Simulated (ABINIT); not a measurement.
Runs of ABINIT 10.8.3 (patched build) on HfN. It takes space group Fm-3m (No. 225, cubic). Conventional cell: a = 4.512 Å, b = 4.512 Å, c = 4.512 Å, α = 90.00°, β = 90.00°, γ = 90.00°. Around Hf (site symmetry m-3m) lie 6 N at 2.26 Å. N (site symmetry m-3m) is surrounded by 6 Hf at 2.26 Å. 

```csv
level,potentials or basis,cutoff (eV),optimiser (ionmov),fine-grid cutoff,gap on the mesh (eV),pressure (GPa),relaxed volume (Å³/atom)
PBE,PseudoDojo NC SR PBE v0.4.1 standard,1143,2,-,none,0.0,11.74
PBEsol,"Ansatz PAW PBE default generated set, frozen core",435,2,870.764 eV,none,0.0,(a)
LDA,PseudoDojo NC SR LDA v0.4.1 standard,1143,2,-,none,0.0,(b)
PBEsol,PseudoDojo NC SR PBEsol v0.4.1 standard,1143,2,-,none,0.0,11.38
PBE+D3(BJ),PseudoDojo NC SR PBE v0.4.1 standard,980,22,-,none,0.0,11.50
```

Alike in all rows: task relaxation of cell and atoms; no spin polarisation; cell relaxed; k mesh 8 × 8 × 8; smearing fermi-dirac 0.05 eV.

**Question.** Estimate the missing entries.

**Answer.** (a) 11.41; (b) 11.00.

Caveats: the PAW data sets were made with another functional, which shifts forces and pressure a little (some runs); pairwise dispersion overbinds metals, which lowers pressure and volume (some runs).

A k mesh can miss the band edges, and the runs leave out spin-orbit coupling on Hf.

A gap of «none» marks a metal or a gap under the smearing width.

Not every run made on this cell is shown here.
